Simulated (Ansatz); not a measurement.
# Structure types of KF compared at 7.7 GPa

Structure types of KF are relaxed in primitive cells with their symmetry kept at 7.7 GPa, on PAW files; LAPW relaxes the small cells further and takes the PAW cell for the others (marked *). The enthalpy is E + pV at zero temperature, without zero-point motion. Only the types listed were tried, and differences under about 5 meV/atom are mesh noise. The real phase may be another.

Level of theory: DFT with PBE, scalar-relativistic, in Ansatz 0.2.0; Fermi–Dirac smearing of 0.05 eV, no spin polarisation. LAPW: all electrons, basis error target 0.5 meV/atom; PAW: frozen-core files, cutoff 420 eV.

k meshes: rocksalt 16×16×16, CsCl 13×13×13, zincblende 14×14×14, WC 15×15×13, wurtzite 10×10×6.

Which type is lowest in enthalpy, and by how much?

CsCl, 4 meV/atom below rocksalt, which is within the noise of the k meshes. The whole table:

```csv
start type,ends as,"a, b, c (Å)",V (Å³/atom),"H − H(lowest), LAPW (meV/atom)","same, PAW"
rocksalt,"rocksalt, Fm-3m","5.116, 5.116, 5.116",16.73,3.8,3.8
CsCl,"CsCl, Pm-3m","3.091, 3.091, 3.091",14.76,0.0,0.0
zincblende,"zincblende, F-43m","5.521, 5.521, 5.521",21.04,334.4,334.4
WC,"WC, P-6m2","3.443, 3.443, 3.224",16.55,59.9,59.9
wurtzite*,"flat h-MgO, P6_3/mmc","4.230, 4.230, 5.060",19.60,201.0,201.0
```
